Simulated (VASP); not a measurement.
# InPd (Pm-3m) in VASP: further runs

One crystal, InPd, is run at these levels: r2SCAN; tasks: single point.

Everything below comes from runs of VASP 6.6.1. Logs are shortened: lines on timing, memory, paths and dates and some standing lists are left out, and cuts for length are marked.

## Step 1: Starting point

The structure is cubic, space group Pm-3m (No. 221). Conventional cell: a = 3.272 Å, b = 3.272 Å, c = 3.272 Å, α = 90.00°, β = 90.00°, γ = 90.00°. Around In (site symmetry m-3m) lie 8 Pd at 2.83 Å. Pd (site symmetry m-3m) has 8 In at 2.83 Å as nearest neighbours.

The cell comes from a database or a generator and needn't be the stable form of this composition.

## Step 2: Single point, r2SCAN

INCAR

```
  PREC = Accurate
  ENCUT = 500
  EDIFF = 1E-6
  ISMEAR = 0
  SIGMA = 0.15
  LREAL = F
  LASPH = T
  NELM = 100
  ALGO = Normal
  ISIF = 2
  LWAVE = F
  LCHARG = F
  METAGGA = R2SCAN
  LMIXTAU = T
  ADDGRID = F
```

KPOINTS

```
regular mesh
0
Gamma
  10 10 10
```

POSCAR

```
InPd
1.0
    3.2718847800      0.0000000000      0.0000000000
    0.0000000000      3.2718847800      0.0000000000
    0.0000000000      0.0000000000      3.2718847800
In Pd
1 1
Direct
    0.0076950000     -0.0345290000      0.0307480000
    0.5133770000      0.5169540000      0.5028010000
```

Potentials or basis: VASP PAW PBE potentials, release 64 (In_d, Pd).

On the command line:

```
$ cat potpaw_PBE.64/In_d/POTCAR potpaw_PBE.64/Pd/POTCAR > POTCAR
$ mpirun -np 1 vasp_std > vasp.out
```

OUTCAR:

```text
PREC = Accurate
   ENCUT = 500
   EDIFF = 1E-6
   ISMEAR = 0
   LREAL = F
   LASPH = T
   NELM = 100
   ISIF = 2
   METAGGA = R2SCAN

 Found    504 irreducible k-points:

 Following reciprocal coordinates:
            Coordinates               Weight
  0.000000  0.000000  0.000000      1.000000
  0.100000  0.000000  0.000000      2.000000
  0.000000  0.100000  0.000000      2.000000
  0.000000  0.000000  0.100000      2.000000
  0.200000  0.000000  0.000000      2.000000
  0.000000  0.200000  0.000000      2.000000
   k-points           NKPTS =    504   k-points in BZ     NKDIM =    504   number of bands    NBANDS=     15
   number of dos      NEDOS =    301   number of ions     NIONS =      2
   total plane-waves  NPLWV =  13824
   dimension x,y,z NGX =    24 NGY =   24 NGZ =   24
   dimension x,y,z NGXF=    48 NGYF=   48 NGZF=   48
   ions per type =               1   1
   NGX,Y,Z   is equivalent  to a cutoff of  12.19, 12.19, 12.19 a.u.
   NGXF,Y,Z  is equivalent  to a cutoff of  24.39, 24.39, 24.39 a.u.
 SYSTEM =  unknown system
   PREC   = accura    normal or accurate (medium, high low for compatibility)
   ISTART =      0    job   : 0-new  1-cont  2-samecut
   ICHARG =      2    charge: 1-file 2-atom 10-const
   ISPIN  =      1    spin polarized calculation?
   LNONCOLLINEAR =      F non collinear calculations
   LSORBIT =      F    spin-orbit coupling
   LASPH  =      T    aspherical Exc in radial PAW
   ENCUT  =  500.0 eV  36.75 Ry    6.06 a.u.   5.97  5.97  5.97*2*pi/ulx,y,z
   NELM   =    100;   NELMIN=  2; NELMDL= -5     # of ELM steps
   EDIFF  = 0.1E-05   stopping-criterion for ELM
   LREAL  =      F    real-space projection
   EDIFFG = 0.1E-04   stopping-criterion for IOM
   NSW    =      0    number of steps for IOM
   IBRION =     -1    ionic relax: 0-MD 1-quasi-New 2-CG
   NFREE  =      0    steps in history (QN), initial steepest desc. (CG)
   ISIF   =      2    stress and relaxation
   ISYM   =      2    0-nonsym 1-usesym 2-fastsym
   POTIM  = 0.5000    time-step for ionic-motion
   TEBEG  =    0.0;   TEEND  =   0.0 temperature during run
   PSTRESS=    0.0 pullay stress
   NELECT =      23.0000    total number of electrons
   NUPDOWN=      -1.0000    fix difference up-down
   EMIN   =  10.00;   EMAX   =-10.00  energy-range for DOS
   EFERMI =   0.00;   METHOD = LEGACY
   ISMEAR =     0;   SIGMA  =   0.15  broadening in eV -4-tet -1-fermi 0-gaus
   EFERMI_NEDOS =   21; number of points for ismear=-14 and -15
   IALGO  =     38    algorithm
   IMIX   =      4    mixing-type and parameters
     AMIX     =   0.40;   BMIX     =  1.00
     AMIX_MAG =   1.60;   BMIX_MAG =  1.00
  volume/ion in A,a.u.               =      17.51       118.18
  Fermi-wavevector in a.u.,A,eV,Ry     =   1.422938  2.688964 27.548447  2.024754
  Thomas-Fermi vector in A             =   2.543589
   LORBIT       =      0    0 simple, 1 ext, 2 COOP (PROOUT), +10 PAW based schemes
   METAGGA = R2SCAN    functional components
   LHFCALC =     F    Hartree Fock is set to
   AEXX    =    0.0000 exact exchange contribution
   IVDW    =     0    specifies the selected vdW correction
   LEPSILON=     F    determine dielectric tensor
   LRPA    =     F    only Hartree local field effects (RPA)
 non-spin polarized calculation
 Gauss-broadening in eV      SIGMA  =   0.15
  energy-cutoff  :      500.00
  volume of cell :       35.03
 maximum number of plane-waves:       912
   NGX = 11   NGY = 11   NGZ = 11

 number of electron      23.0000015 magnetization

 Free energy of the ion-electron system (eV)
  ---------------------------------------------------
  ext. energy  EPLUGINS =         0.00000000
  ---------------------------------------------------
  free energy    TOTEN  =       -46.56797962 eV

  energy without entropy =      -46.55827152  energy(sigma->0) =      -46.56312557

 E-fermi :  10.5601     XC(G=0): -13.2317

 val. band max:       10.5456145893   @ k =  -0.3000   0.4000   0.5000
 cond. band min:      10.5724143065   @ k =   0.5000   0.4000   0.3000
 fundamental gap:      0.0267997173
 Fermi energy:        10.5600971209

 k-point     1 :       0.0000    0.0000    0.0000
  band No.  band energies     occupation
      1      -5.1543      2.00000
      2      -5.1529      2.00000
      3      -4.7432      2.00000
      4      -4.7260      2.00000
      5      -4.7194      2.00000
      6      -0.0416      2.00000
      7       6.3455      2.00000
      8       6.3645      2.00000
      9       7.9737      2.00000
     10       7.9803      2.00000
     11       7.9856      2.00000
     12      14.9403      0.00000
     13      14.9796      0.00000
     14      15.0785      0.00000
     15      20.4103      0.00000

 k-point     2 :       0.1000    0.0000    0.0000
  band No.  band energies     occupation
      1      -5.1478      2.00000
      2      -5.1186      2.00000
      3      -4.7535      2.00000
      4      -4.7308      2.00000
      5      -4.7236      2.00000
      6       0.1247      2.00000
      7       6.3531      2.00000
      8       6.3894      2.00000
      9       7.8546      2.00000
     10       7.8742      2.00000
     11       7.9793      2.00000
     12      13.8214      0.00000
     13      15.3058      0.00000
     14      15.3975      0.00000
     15      20.6636      0.00000

 k-point     3 :       0.0000    0.1000    0.0000
  band No.  band energies     occupation
      1      -5.1486      2.00000
      2      -5.1180      2.00000
      3      -4.7476      2.00000
      4      -4.7369      2.00000
      5      -4.7229      2.00000
      6       0.1239      2.00000
      7       6.3669      2.00000
      8       6.3743      2.00000
      9       7.8606      2.00000
     10       7.8653      2.00000
     11       7.9752      2.00000
     12      13.9241      0.00000
     13      15.2642      0.00000
     14      15.3011      0.00000
     15      20.7781      0.00000

 k-point     4 :       0.0000    0.0000    0.1000
  band No.  band energies     occupation
      1      -5.1482      2.00000
      2      -5.1183      2.00000
      3      -4.7503      2.00000
      4      -4.7370      2.00000
      5      -4.7206      2.00000
      6       0.1245      2.00000
      7       6.3555      2.00000
      8       6.3867      2.00000
      9       7.8578      2.00000
     10       7.8703      2.00000
     11       7.9779      2.00000
     12      13.8514      0.00000
     13      15.2680      0.00000
     14      15.3958      0.00000
     15      20.6840      0.00000

 k-point     5 :       0.2000    0.0000    0.0000
  band No.  band energies     occupation
      1      -5.1340      2.00000
      2      -5.0256      2.00000
      3      -4.7807      2.00000
      4      -4.7605      2.00000
      5      -4.7174      2.00000
      6       0.6215      2.00000
      7       6.3697      2.00000
      8       6.3968      2.00000
      9       7.5765      2.00000
     10       7.6104      2.00000
     11       7.9710      2.00000
     12      11.8650      0.00000
     13      16.1950      0.00000
     14      16.2592      0.00000
     15      20.7551      0.00000

 k-point     6 :       0.0000    0.2000    0.0000
  band No.  band energies     occupation
      1      -5.1338      2.00000
      2      -5.0269      2.00000
      3      -4.7706      2.00000
      4      -4.7654      2.00000
      5      -4.7204      2.00000
      6       0.6181      2.00000
      7       6.3771      2.00000
      8       6.3862      2.00000
      9       7.5815      2.00000
     10       7.5921      2.00000
     11       7.9598      2.00000
     12      11.9360      0.00000
     13      16.1593      0.00000
     14      16.1819      0.00000
     15      20.8708      0.00000

 [... further k-points ...]

------------------------ aborting loop because EDIFF is reached ----------------------------------------

  FORCE on cell =-STRESS in cart. coord.  units (eV):
  Direction    XX          YY          ZZ          XY          YZ          ZX
  --------------------------------------------------------------------------------------
  -------------------------------------------------------------------------------------
  Total        0.5718372      0.3028103      0.4888915      0.0726876     -0.3464632     -0.0424537
  in kB       26.1570627     13.8511938     22.3629507      3.3248859    -15.8479740     -1.9419228
  external PRESSURE =      20.7904024 kB  Pullay stress =       0.0000000 kB

 VOLUME and BASIS-vectors are now :
 -----------------------------------------------------------------------------
  energy-cutoff  :      500.00
  volume of cell :       35.03
      direct lattice vectors                 reciprocal lattice vectors
     3.271884780  0.000000000  0.000000000     0.305634234  0.000000000  0.000000000
     0.000000000  3.271884780  0.000000000     0.000000000  0.305634234  0.000000000
     0.000000000  0.000000000  3.271884780     0.000000000  0.000000000  0.305634234

 POSITION                                       TOTAL-FORCE (eV/Angst)
 -----------------------------------------------------------------------------------
      0.02518      3.15891      0.10060         0.089003      0.707707     -0.419602
      1.67971      1.69141      1.64511        -0.089003     -0.707707      0.419602
 -----------------------------------------------------------------------------------
    total drift:                                0.001067      0.001866     -0.000350

  FREE ENERGIE OF THE ION-ELECTRON SYSTEM (eV)
  ---------------------------------------------------
  free  energy   TOTEN  =       -46.5679796179 eV

  energy  without entropy=      -46.5582715237  energy(sigma->0) =      -46.56312557
```

Wall time 3.4 min (1 thread of Intel Xeon 6975P-C (Granite Rapids), shared host); peak memory 0.38 GiB.

These settings aren't checked as converged: the numbers below hold their error.

Results:

| Item | Value |
| --- | --- |
| Free energy | -46.5680 eV |
| Pressure | 2.1 GPa |
| Largest force | 0.828 eV/Å |
| Band gap on the k mesh | none (metal or under the smearing width) |

Caveat: the PAW data sets were made with another functional, which shifts forces and pressure a little.

(Continued in part 2 of 2.)
